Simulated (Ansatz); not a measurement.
# Ti3Si (Fm-3m): point defect (vacancy) in a supercell

What does a point defect do in Ti3Si (Fm-3m)? Wanted for Ti3Si (Fm-3m): a point defect (vacancy) in a supercell.

Program: Ansatz 0.2.0 through its Python package. Level of theory: DFT PBEsol, plane waves, PAW. These are calculated values, not measurements.

## Step 1: The structure

Symmetry: Fm-3m, No. 225, cubic system. Conventional cell: a = 6.289 Å, b = 6.289 Å, c = 6.289 Å, α = 90.00°, β = 90.00°, γ = 90.00°. Ti (site symmetry -43m) is surrounded by 4 Ti at 2.72 Å and 4 Si at 2.72 Å. Around Ti (site symmetry m-3m) lie 8 Ti at 2.72 Å. Around Si (site symmetry m-3m) lie 8 Ti at 2.72 Å.

The script holds or builds the structure itself.

## Step 2: Script

defect.py reads:

```python
"""Point defect (vacancy) in Ti3Si."""

import warnings

import ansatz as az
import numpy as np


def main() -> None:
    warnings.simplefilter("ignore", az.DeckWarning)

    cell = (
        az.Lattice.of((0.0, 3.144356, 3.144356), (3.144356, 0.0, 3.144356), (3.144356, 3.144356, 0.0))
        .atom("Ti", (0.75, 0.75, 0.75))
        .atom("Ti", (0.25, 0.25, 0.25))
        .atom("Ti", (0.0, 0.0, 0.0))
        .atom("Si", (0.5, 0.5, 0.5))
    )
    host = cell.supercell(2, 2, 1)
    defective = host.vacancy("Ti", at=(0.25, 0.25, 0.25))

    def with_settings(structure):
        return (
            structure.calculation()
            .scf(tolerance=1e-07)
            .kpoints(4)
            .functional("pbesol")
            .occupations("Marzari-Vanderbilt", width=0.1)
            .band_table()
        )


    perfect = with_settings(host).run().report
    base = with_settings(defective).forces()
    done = base.run()
    summary = done.report

    n_host, n_defect = len(perfect["lattice"]["sites"]), len(summary["lattice"]["sites"])
    print(f"perfect cell: {n_host} atoms, F = {perfect['free_energy_ev']:.4f} eV")
    print(f"defect cell:  {n_defect} atoms, F = {summary['free_energy_ev']:.4f} eV")
    # chemical potentials are still to be added to this difference
    print(f"difference {summary['free_energy_ev'] - perfect['free_energy_ev']:.4f} eV (no chemical potentials)")

    for label, run in (("perfect", perfect), ("defect", summary)):
        levels, filled = np.array(run["eigenvalues_ev"][0]), np.array(run["occupations"][0])
        top = int(np.argmin(np.abs(levels - run["fermi_energy_ev"])))
        window = slice(max(top - 3, 0), top + 4)
        print(label, "levels near E_F at the first k-point:", ", ".join(f"{e - run['fermi_energy_ev']:.2f} ({f:.2f})" for e, f in zip(levels[window], filled[window])))


if __name__ == "__main__":
    main()
```

## Step 3: What the engine is handed

The package turns the script's settings into the engine's input (first run):

```yaml
crystal:
  lattice:
    - [0.0, 3.144356, 3.144356]
    - [3.144356, 0.0, 3.144356]
    - [3.144356, 3.144356, 0.0]
  atoms:
    - { symbol: Ti, position: [0.75, 0.75, 0.75] }
    - { symbol: Ti, position: [0.25, 0.25, 0.25] }
    - { symbol: Ti, position: [0.0, 0.0, 0.0] }
    - { symbol: Si, position: [0.5, 0.5, 0.5] }
  supercell: [2, 2, 1]
kpoints:
  mp_grid:
    grid: [4, 4, 4]
hamiltonian:
  xc: pbesol
scf:
  convergence:
    dr2_threshold: 1.0e-07
  occupations:
    method: cold
    width: 0.1
output:
  eigenvalues: true
```

## Step 4: The run

Run with:

```sh
python defect.py
```

What it wrote:

```text
perfect cell: 16 atoms, F = -32178.3595 eV
defect cell:  15 atoms, F = -29702.2062 eV
difference 2476.1532 eV (no chemical potentials)
perfect levels near E_F at the first k-point: -0.20 (2.09), -0.03 (1.21), -0.03 (1.17), -0.02 (1.10), 0.60 (0.00), 0.60 (0.00), 0.91 (0.00)
defect levels near E_F at the first k-point: -0.17 (2.13), -0.09 (1.95), -0.08 (1.89), 0.02 (0.54), 0.14 (0.01), 0.28 (0.00), 0.51 (0.00)
```

It took 38 s on 1 thread of Intel Xeon 6975P-C (Granite Rapids), shared host; peak memory 0.81 GiB.

## Step 5: Inputs of later runs

The engine's inputs for the other runs:

Run 2, against run 1:

```diff
@@ -11,0 +12,2 @@
+  defects:
+    - { vacancy: 1 }
@@ -23,0 +26 @@
+  forces: true
```

## Step 6: What the script built

Run 2 starts from these 15 atoms:

```xyz
15
Lattice="0.000 6.289 6.289 6.289 0.000 6.289 3.144 3.144 0.000" Properties=species:S:1:pos:R:3 pbc="T T T"
Ti    4.717    4.717    4.717
Ti    0.000    0.000    0.000
Si    3.144    3.144    3.144
Ti    7.861    4.717    7.861
Ti    4.717    1.572    4.717
Ti    3.144    0.000    3.144
Si    6.289    3.144    6.289
Ti    4.717    7.861    7.861
Ti    1.572    4.717    4.717
Ti    0.000    3.144    3.144
Si    3.144    6.289    6.289
Ti    7.861    7.861   11.005
Ti    4.717    4.717    7.861
Ti    3.144    3.144    6.289
Si    6.289    6.289    9.433
```

## Step 7: Run by run

From the records of these 2 runs:

```
run              system  space group  energy (eV/atom)  SCF cycles  CPU time (s)
  1    Ti3Si (16 atoms)        Fm-3m        -2011.1475           7            16
  2  Ti11Si4 (15 atoms)         Amm2        -1980.1471           9            21
```

Energies are free energies F = E - TS of the smeared occupations. Totals carry meaning only in balanced differences at one level of theory.

## Step 8: Outcome

```
                 quantity                         value
            runs compared                             2
perfect cell (as printed)  16 atoms, F = -32178.3595 eV
 defect cell (as printed)  15 atoms, F = -29702.2062 eV
```

A formation energy would need chemical potentials for the atoms added or removed, which the two totals don't give. The cell is small, so the defect feels its images. Reading the output:
- The computed bands are complete only to about 1.2 eV above the Fermi level.
- The mesh is modest for a metal, so energies can be off by several to tens of meV an atom and pressures by half a GPa or more; differences at equal mesh fare better.
- The atoms stand at ideal sites; relaxing them can change energy and levels by an eV or more.
- The difference holds no chemical potentials.
- Errors of mesh and smearing per atom add up over the supercell, so the energy can be off by tenths of an eV.
- Each cell's levels count from its own Fermi level and aren't aligned; one k-point can hide that the defect cell is metallic.
- The structure comes from a database of computed cells and needn't be a stable or known phase.
- The supercell is small, so the defect meets its images and the energies aren't those of an isolated defect; a partly filled defect level may also lower its energy by spin or distortion. For a charged cell the difference holds no correction, alignment or term for the electrons' reservoir.
